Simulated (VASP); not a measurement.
## HgTe in VASP 6.6.1, single-point calculation

INCAR

```
GGA = PE
NSW = 0
ISIF = 2
NBANDS = 16
IBRION = -1
SIGMA = 0.02
ISMEAR = -1
EDIFF = 1E-7
LREAL = .FALSE.
ENCUT = 200
PREC = Accurate
LCHARG = .FALSE.
NELM = 120
LWAVE = .FALSE.
LASPH = .TRUE.
```

KPOINTS

```
KPOINTS created by Atomic Simulation Environment
0
Monkhorst-Pack
6 6 6
0 0 0
```

POSCAR

```
Hg Te
 1.0000000000000000
     0.0000000000000000    3.3220494652000001    3.3220494652000001
     3.3220494652000001    0.0000000000000000    3.3220494652000001
     3.3220494652000001    3.3220494652000001    0.0000000000000000
 Hg  Te
   1   1
Cartesian
  0.0000000000000000  0.0000000000000000  0.0000000000000000
  1.6610247326000001  1.6610247326000001  1.6610247326000001
```

The recommended PBE PAW datasets give the neutral cell 18 valence electrons.

Command

```
mpirun -np 1 vasp_std
```

**Question.** How does this run end, and what does it give?

**Answer.** It converged. Results: gap between bands v and c on the k mesh 0.42 eV; least direct gap on the k mesh 0.42 eV; pressure -7.6 GPa. Band v is the last that the valence electrons fill when counted band by band, and c is the next.

OSZICAR

```
N       E                     dE             d eps       ncg     rms          rms(c)
DAV:   1     0.466833241363E+02    0.46683E+02   -0.47541E+03   968   0.439E+02
DAV:   2    -0.269728412754E+01   -0.49381E+02   -0.47635E+02  1152   0.134E+02
DAV:   3    -0.377119178901E+01   -0.10739E+01   -0.10729E+01   984   0.196E+01
DAV:   4    -0.378242947162E+01   -0.11238E-01   -0.11237E-01  1304   0.178E+00
DAV:   5    -0.378264742170E+01   -0.21795E-03   -0.21795E-03  1040   0.179E-01    0.567E+00
DAV:   6    -0.354841942589E+01    0.23423E+00   -0.50793E-01   992   0.818E+00    0.409E+00
DAV:   7    -0.354669725993E+01    0.17222E-02   -0.89288E-02  1024   0.189E+00    0.156E+00
DAV:   8    -0.354680373782E+01   -0.10648E-03   -0.55002E-03   976   0.650E-01    0.589E-01
DAV:   9    -0.354698955459E+01   -0.18582E-03   -0.67164E-04  1096   0.218E-01    0.787E-02
DAV:  10    -0.354699642118E+01   -0.68666E-05   -0.32258E-05  1144   0.533E-02    0.355E-02
DAV:  11    -0.354701110255E+01   -0.14681E-04   -0.24685E-05  1040   0.308E-02    0.235E-02
DAV:  12    -0.354701108044E+01    0.22111E-07   -0.10735E-06  1048   0.814E-03    0.104E-02
DAV:  13    -0.354701103921E+01    0.41230E-07   -0.19735E-07  1064   0.198E-03
   1 F= -.35470110E+01 E0= -.35470109E+01  d E =-.312124E-06
```

Standard output (part)

```
POSCAR found type information on POSCAR HgTe
 POSCAR found :  2 types and       2 ions
 LDA part: xc-table for (Slater+PW92), standard interpolation
 POSCAR, INCAR and KPOINTS ok, starting setup
 WAVECAR not read
 entering main loop
```

These settings aren't sound, so the numbers aren't properties of the crystal. The shifted mesh misses Γ, so a band edge there is missed.

On sound settings PBE gives a gap of 0.00 eV on its mesh and a pressure of 0.2 GPa for the intended cell.
